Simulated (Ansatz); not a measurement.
**A convergence test on BeTe (F-43m): k mesh of the hybrid**

How far can the k mesh of the hybrid be lowered for the gap of BeTe (F-43m)?

Main program and level: Ansatz 0.2.0; DFT, HSE06, plane waves, PAW; PAW set soft_1.

### 1. The structure

Symmetry: F-43m, No. 216, cubic system. The conventional cell has a = 5.663 Å, b = 5.663 Å, c = 5.663 Å, α = 90.00°, β = 90.00°, γ = 90.00°. Nearest to Be lie 4 Te at 2.45 Å. Te has 4 Be at 2.45 Å nearest. Farther neighbours and most contacts between anions are not listed.

The cell and positions are those that the Materials Project relaxed with its own functionals (PBE, PBE+U or r2SCAN), kept fixed. Spin-orbit coupling is left out unless a step names it.

### 2. k mesh of the hybrid: 2×2×2

Input file input.yaml:

```yaml
crystal:
  lattice:
    - [0.0, 2.8314587876, 2.8314587876]
    - [2.8314587876, 0.0, 2.8314587876]
    - [2.8314587876, 2.8314587876, 0.0]
  atoms:
    - { symbol: Be, position: [0.0, 0.0, 0.0] }
    - { symbol: Te, position: [0.75, 0.75, 0.75] }
kpoints:
  mp_grid: { grid: [2, 2, 2] }
  band_path:
    path:
      - [0.0, 0.0, 0.0]
      - [-0.5, -0.5, 0.0]
      - [-0.375, -0.375, 0.25]
      - [-0.375, 0.0, 0.375]
      - [0.0, 0.0, 0.5]
      - [-0.5, -0.25, 0.25]
    npoints: 1
hamiltonian:
  xc: hse06
  pseudopotentials: { kind: paw, azcp: { folder: soft_1 } }
scf:
  occupations: { method: fixed }
  n_extra_bands: 4
output:
  eigenvalues: true
```

On the command line:

```console
$ ansatz run input.yaml --threads 3 --pin off --max-ram 92160MiB --backend cuda --events-out ev --progress --plain --runs-dir out --devices 1 --max-vram 13GiB
```

Numbers of over 12 decimals in the logs are rounded to 6 here.

The program printed:

```text
scf.n_extra_bands = 4 over 9 filled bands (N_el = 18.0): the run solves 13 bands
exact exchange: scf.exx.singularity resolves to wigner_seitz, which cuts the screened interaction at the faces of the exchange supercell's Wigner-Seitz cell, so that each pair interacts once, at the shortest of its separations (the periodic images that this leaves out come, for a point-like exchange hole, to about 0.102 eV on a filled level). The cut falls within the interaction's reach, and what an exchange supercel [...]
GPUs: using 1 of 1 available (devices: 1).
Engine: ansatz 0.2.0, x86_64-unknown-linux-gnu
Pseudopotentials: kind: paw
Pseudopotential: Be, paw, valence charge 2, recommended cutoff 420 eV (normal), soft_1/Be.paw.azcp
Pseudopotential: Te, paw, valence charge 16, recommended cutoff 420 eV (normal), soft_1/Te.paw.azcp
Functional definition: HSE06
  parameter a = 0.25
  parameter omega = 0.11/bohr
  exchange = pbe_x - a*pbe_x_sr(omega) + a*exact_x_sr(omega)
  correlation = pbe_c
davidson cushion auto → on  (no smearing: the cushion is to keep the highest requested band from converging to the state above it; pin scf.eigensolver.cushion to override)
device memory: the entry about to start is reckoned to put 0.8 GiB on a device that reports 43.9 GiB free (of which the cap on the GPU budget leaves the run 13.0 GiB)
GPU FFT provider: cuFFT
GPU libraries: cuBLAS 13.8.2, cuFFT 12.4.0, cuSOLVER 12.3.4
Crystal: 2 atoms, lattice volume = 45.401 Å³
Basis set: ecut = 420 eV, 893 PW (Γ)
Bands: 13, of which v1, the nominal top of the filled ones, is band 9 counted from 1 (8 counted from 0)
Symmetry: 24 space group operations
Space group: F-43m (ITA 216), of the structure as read, at distance tolerance 3.6e-5 Å
k-points: 3 of 8
Non-local potential: Be, projectors of the file, l = 0: 2, l = 1: 2, l = 2: 1
Non-local potential: Te, projectors of the file, l = 0: 2, l = 1: 2, l = 2: 2, l = 3: 1
PAW form: soft (Blöchl's): semilocal exchange-correlation on the pseudo side does not see the compensation charge
PAW frozen core: Be, regenerated for the run's functional, and the local potential with it (the file was generated under x = pbe(κ = 0.804, μ = 0.219515), c = pbe(β = 0.066725))
PAW frozen core: Te, regenerated for the run's functional, and the local potential with it (the file was generated under x = pbe(κ = 0.804, μ = 0.219515), c = pbe(β = 0.066725))
PAW one-centre angular grid: Be, 110 points (default); XC on 64 Gauss nodes
PAW one-centre angular grid: Te, 590 points (default); XC on 64 Gauss nodes
Initial density: superposition of atomic densities (chi_scale 0.1, normalization cell, long waves kept (reshape's long-wave potential 0.00 eV rms))
Initial wavefunctions: pseudopotential atomic-orbital guess
GPU buffer pool allocated for 19683 grid points (all kernels)
GPU transforms: local potential and band sums: pruned to the plane-wave sphere, on 25×27×27
Functional: x = pbe(κ = 0.804, μ = 0.219515), c = pbe(β = 0.066725), warm-up for x = pbe(κ = 0.804, μ = 0.219515) + 0.25 (exact − pbe) at short range (hse, ω = 0.207870 Å⁻¹), c = pbe(β = 0.066725); HSE06 as pw.x's `hse` composes it (authors' and Libxc's form: `xc: wpbeh`)
SCF iter   1: F=—  HF=-7072.004025 eV  |F-HF|=—  |Δ(HF+E_count)|=         —  Δρ=3.72e-2  dr2=7.28e-1  ethr=1.00e-1  ⟨swp⟩=6.0  Hψ=142  notcnv=0
preconditioner: auto → none  [insulator: Δε(μ)=2.009 eV  Ē_g=9.780 eV  n_scr=14 (ndim 8)  ℏωp=15.6 eV  f_vac=0.000]
SCF iter   2: F=—  HF=-7071.867891 eV  |F-HF|=—  |Δ(HF+E_count)|=   1.36e-1  Δρ=1.58e-2  dr2=1.10e-1  ethr=4.05e-3  ⟨swp⟩=3.3  Hψ=100  notcnv=0
iter 3 solved again at ethr=1.87e-5 eV; its pass at ethr=6.09e-4 eV (dr2=3.36e-3 eV) is discarded
SCF iter   3: F=—  HF=-7071.869461 eV  |F-HF|=—  |Δ(HF+E_count)|=   1.57e-3  Δρ=3.02e-3  dr2=3.36e-3  ethr=1.87e-5  ⟨swp⟩=3.3  Hψ=204  notcnv=0
SCF iter   4: F=—  HF=-7071.869732 eV  |F-HF|=—  |Δ(HF+E_count)|=   2.71e-4  Δρ=1.11e-3  dr2=3.91e-4  ethr=1.87e-5  ⟨swp⟩=3.3  Hψ=107  notcnv=0
[...]
Frozen-core exchange: fock
SCF iter   1: F=—  HF=-7076.630570 eV  |F-HF|=—  |Δ(HF+E_count)|=         —  Δρ=3.16e-3  dr2=5.75e-3  ethr=4.82e-7  ⟨swp⟩=7.7  Hψ=209  notcnv=0
preconditioner: auto → none  [insulator: Δε(μ)=2.846 eV  Ē_g=11.224 eV  n_scr=14 (ndim 8)  ℏωp=15.6 eV  f_vac=0.036]
SCF iter   2: F=—  HF=-7076.628775 eV  |F-HF|=—  |Δ(HF+E_count)|=   1.80e-3  Δρ=8.77e-4  dr2=3.82e-4  ethr=4.82e-7  ⟨swp⟩=4.3  Hψ=154  notcnv=0
SCF iter   3: F=—  HF=-7076.631142 eV  |F-HF|=—  |Δ(HF+E_count)|=   2.37e-3  Δρ=5.04e-4  dr2=8.39e-5  ethr=4.82e-7  ⟨swp⟩=4.0  Hψ=151  notcnv=0
SCF iter   4: F=—  HF=-7076.631115 eV  |F-HF|=—  |Δ(HF+E_count)|=   2.66e-5  Δρ=7.75e-5  dr2=3.67e-6  ethr=4.51e-7  ⟨swp⟩=3.0  Hψ=99  notcnv=0
SCF iter   5: F=-7076.631136 eV  HF=-7076.631136 eV  |F-HF|=5.27e-7  |Δ(HF+E_count)|=   2.10e-5  Δρ=4.67e-5  dr2=1.05e-6  ethr=9.41e-9  ⟨swp⟩=4.0  Hψ=142  notcnv=0
SCF 2 stopped early in 5 iterations: F = -7076.631136 eV  dr2 = 1.05e-6
hybrid outer 1: dexx = +2.627e-3 eV, tail = 1.37e-5 eV
GPU FFT provider: cuFFT
GPU libraries: cuBLAS 13.8.2, cuFFT 12.4.0, cuSOLVER 12.3.4
GPU buffer pool allocated for 19683 grid points (all kernels)
GPU transforms: local potential and band sums: pruned to the plane-wave sphere, on 25×27×27
Exchange kernel: α = 0.2500, screened, ω = 0.2079 Å⁻¹, Wigner–Seitz truncation, v(0) = 716.1039 eV·Å³, q-mesh 2×2×2, nearest image of the exchange supercell L = 8.01 Å, pair-density grid 15×15×15, without the augmentation charges, whose exchange is taken in its separable form by FFT convolution over the k-point mesh (sized by the pseudopotential files, 24×24×24 at the most), smooth part of the exact exchange by density-matrix convolution in up to 190.2 MiB of GPU memory as planned if the GPU has room (build and FFT work areas not counted)
Frozen-core exchange: fock
SCF iter   1: F=—  HF=-7076.631124 eV  |F-HF|=—  |Δ(HF+E_count)|=         —  Δρ=1.98e-5  dr2=1.70e-7  ethr=3.80e-7  ⟨swp⟩=2.7  Hψ=94  notcnv=0
preconditioner: auto → none  [insulator: Δε(μ)=2.855 eV  Ē_g=11.215 eV  n_scr=14 (ndim 8)  ℏωp=15.6 eV  f_vac=0.038]
iter 2 solved again at ethr=6.54e-11 eV; its pass at ethr=7.96e-10 eV (dr2=1.18e-8 eV) is discarded
SCF iter   2: F=-7076.631124 eV  HF=-7076.631124 eV  |F-HF|=4.69e-9  |Δ(HF+E_count)|=   7.62e-8  Δρ=8.27e-6  dr2=3.88e-8  ethr=6.54e-11  ⟨swp⟩=2.0  Hψ=228  notcnv=0
SCF 3 converged in 2 iterations: F = -7076.631124 eV  dr2 = 3.88e-8
hybrid outer 2: dexx = +1.935e-7 eV, tail = 9.29e-8 eV, Δε = 1.31e-3 eV (about 1.86e-4 eV left of the loop's levels)
device memory: the entry about to start is reckoned to put 0.3 GiB on a device that reports 43.3 GiB free (of which the cap on the GPU budget leaves the run 13.0 GiB)
NSCF: frozen V_eff on 6 k-points
hybrid SCF converged: 2 outer / 7 inner (+5 warm-up), last move |dexx| = 1.94e-7 eV, tail = 9.29e-8 eV
Stability not checked: this state was not tested for a lower state beside it, because the functional holds exact exchange (a hybrid, or Hartree-Fock), whose exchange loop this test does not read (fock_operator; see scf.lower_state_search)
Free energy (F): -7076.631124 eV
Frozen-core exchange: fock
Harris-Foulkes:  -7076.631124 eV  (|F-HF|=4.69e-9)
Internal energy: -7076.631124 eV  (E = F + TS)
E sigma→0 (E₀):  -7076.631124 eV
Fermi energy:    6.789527 eV
--- Per-component energies (eV) ---
  E_band       = -297.835780
  E_kinetic    = 195.592260
  E_local      = -1760.527414  (includes V_loc(G=0)·N_el)
  E_nonlocal   = 71.147318
  E_hartree    = 880.935577
  E_xc         = -114.391645
  E_vxc        = -97.801112  (∫ρ·V_xc dr)
  E_exx        = -48.173180  (= α·E_x^exact, valence–valence)
  E_paw        = -4720.183649  (= ΣΔE_a)
  E_vpaw       = -371.770123  (= ΣTr[D̂ρ^β])
  E_aug_tail   = 0.000088  (compensation charges beyond the density's cutoff)
  E_ewald      = -1580.841214
  E_core_change = -0.189266  (= ΣΔE_core)
  E_smearing   = -0.000000  (= −TS)
  E_closure    = -0.000000  (closes the sum)
  Σ components = -7076.631124   (vs F -7076.631124, Δ=0.00e0)
--- Band table (eV) ---
  k-point 0: bands = [... 5 lower, -6.3860, 6.7895, 6.7895, 6.7895, 11.3598, 11.3598, 11.3598, 11.7105]
  k-point 1: bands = [... 5 lower, -4.8967, 0.9763, 5.6235, 5.6235, 10.8312, 12.3546, 12.3546, 15.6999]
  k-point 2: bands = [... 5 lower, -4.3447, 1.3856, 4.0476, 4.0476, 9.6443, 10.3318, 17.8177, 17.8177]
```

The job ended after 12 s (1 × NVIDIA H100 80GB HBM3 (shared by 6 runs) with 3 threads of AMD EPYC 7R13 (Zen 3), shared host; peak memory 0.99 GiB; 9.1 s of CPU time).

Numbers from this step:

* gap: 2.855 eV
* valence top at: Γ
* conduction bottom at: X
* least direct gap: 4.570 eV
* exact-exchange fraction: 0.25

The gap is indirect, with the least direct gap 1.72 eV higher.

### 3. k mesh of the hybrid: 4×4×4

Changes to input.yaml since step 2:

```diff
@@ -9,3 +9,3 @@
 kpoints:
-  mp_grid: { grid: [2, 2, 2] }
+  mp_grid: { grid: [4, 4, 4] }
   band_path:
```

The program printed:

```text
[...]
GPUs: using 1 of 1 available (devices: 1).
[...]
GPU FFT provider: cuFFT
GPU libraries: cuBLAS 13.8.2, cuFFT 12.4.0, cuSOLVER 12.3.4
Crystal: 2 atoms, lattice volume = 45.401 Å³
Basis set: ecut = 420 eV, 893 PW (Γ)
Bands: 13, of which v1, the nominal top of the filled ones, is band 9 counted from 1 (8 counted from 0)
[... 1 set-up line as in the run before ...]
[...]
k-points: 8 of 64 (time reversal used)
[...]
E sigma→0 (E₀):  -7078.205964 eV
Fermi energy:    6.726682 eV
[...]
--- Band table (eV; the first three rows and the last of 8) ---
  k-point 0: bands = [... 5 lower, -6.6285, 6.7267, 6.7267, 6.7267, 11.2178, 11.2178, 11.2178, 11.4080]
  k-point 1: bands = [... 5 lower, -6.0180, 3.2029, 6.0303, 6.0303, 10.8683, 12.1289, 12.1289, 14.7702]
  k-point 2: bands = [... 5 lower, -5.1443, 0.7537, 5.5354, 5.5354, 10.6007, 12.2208, 12.2208, 15.5481]
  k-point 7: bands = [... 5 lower, -4.5613, 1.7427, 2.8225, 3.3640, 12.8154, 13.2181, 13.3230, 13.8757]
[key lines of the parts left out:]
Free energy (F): -7078.205964 eV
```

It took 15 s on 1 × NVIDIA H100 80GB HBM3 (shared by 6 runs) with 3 threads; peak memory 1 GiB.

Numbers from this step:

| Quantity | Value |
| --- | --- |
| gap | 2.715 eV |
| valence top at | Γ |
| conduction bottom at | X |
| least direct gap | 4.491 eV |

The gap is 2.715 eV, −0.140 eV from the run before at this level.

### 4. k mesh of the hybrid: 6×6×6

Changes to input.yaml since step 3:

```diff
@@ -9,3 +9,3 @@
 kpoints:
-  mp_grid: { grid: [4, 4, 4] }
+  mp_grid: { grid: [6, 6, 6] }
   band_path:
```

The program printed:

```text
[...]
GPUs: using 1 of 1 available (devices: 1).
[...]
GPU FFT provider: cuFFT
GPU libraries: cuBLAS 13.8.2, cuFFT 12.4.0, cuSOLVER 12.3.4
Crystal: 2 atoms, lattice volume = 45.401 Å³
Basis set: ecut = 420 eV, 893 PW (Γ)
Bands: 13, of which v1, the nominal top of the filled ones, is band 9 counted from 1 (8 counted from 0)
[... 1 set-up line as in the run before ...]
[...]
k-points: 16 of 216 (time reversal used)
[...]
E sigma→0 (E₀):  -7078.271733 eV
Fermi energy:    6.723268 eV
[...]
--- Band table (eV; the first three rows and the last of 16) ---
  k-point 0: bands = [... 5 lower, -6.6490, 6.7233, 6.7233, 6.7233, 11.2072, 11.2072, 11.2072, 11.3794]
  k-point 1: bands = [... 5 lower, -6.3646, 4.6336, 6.3362, 6.3362, 11.0214, 11.7722, 11.7722, 13.4215]
  k-point 2: bands = [... 5 lower, -5.6514, 1.9399, 5.7612, 5.7612, 10.7023, 12.2482, 12.2482, 15.5292]
  k-point 15: bands = [... 5 lower, -4.5911, 1.5258, 3.1306, 3.4754, 11.2386, 11.8298, 15.1131, 15.4234]
[key lines of the parts left out:]
Free energy (F): -7078.271733 eV
```

Wall time 23 s (1 × NVIDIA H100 80GB HBM3 (shared by 6 runs) with 3 threads); peak memory 1.1 GiB.

This step gave:

```
gap                  : 2.701 eV
valence top at       : Γ
conduction bottom at : X
least direct gap     : 4.484 eV
```

The gap is 2.701 eV, −0.014 eV from the run before at this level.

### 5. The series

Differences are against the last row; a negative gap means that bands overlap, and a run with a band path holds that path's time. Times are wall times on 1 × NVIDIA H100 80GB HBM3 (shared by 6 runs) with 3 threads of AMD EPYC 7R13 (Zen 3), shared host, good to a factor of about two.

| k mesh of the hybrid | gap (eV) | direct gap (eV) | gap error (eV) | energy error (meV/atom) | irreducible k | time |
| --- | --- | --- | --- | --- | --- | --- |
| 2×2×2 | 2.855 | 4.570 | +0.154 | +820.3 | 3 | 12 s |
| 4×4×4 | 2.715 | 4.491 | +0.014 | +32.9 | 8 | 15 s |
| 6×6×6 | 2.701 | 4.484 | +0.000 | +0.0 | 16 | 23 s |

### 6. Summary of results

```json
{"2×2×2": "2.855 eV", "4×4×4": "2.715 eV", "6×6×6": "2.701 eV"}
```

In words: The gap holds to 0.02 eV from 4×4×4 on. At 2×2×2 the gap is off by +0.154 eV and the energy by +820 meV/atom. The gap is read over the mesh and added points near the edges, so meshes differ mainly through the density and, for a hybrid, the exchange operator.

[Paths, hosts, dates, memory and timing lines, banners, echoed tables and standing remarks are left out of the program output.]

[Logs are printed without paths, hosts, clocks, repeated set-up lines and the standing remarks that a program may print on its own settings, such as how far it seeks lower states.]

[Runs of the session that timed out or met a known fault of the program may be left out.]

[Cells called generated may have been cut or substituted from an entry of the Crystallography Open Database or the Materials Project.]

[Hosts, paths, dates, database ids (printed as entryN), source tags and the programs' standing remarks are cut or masked in the printed files.]
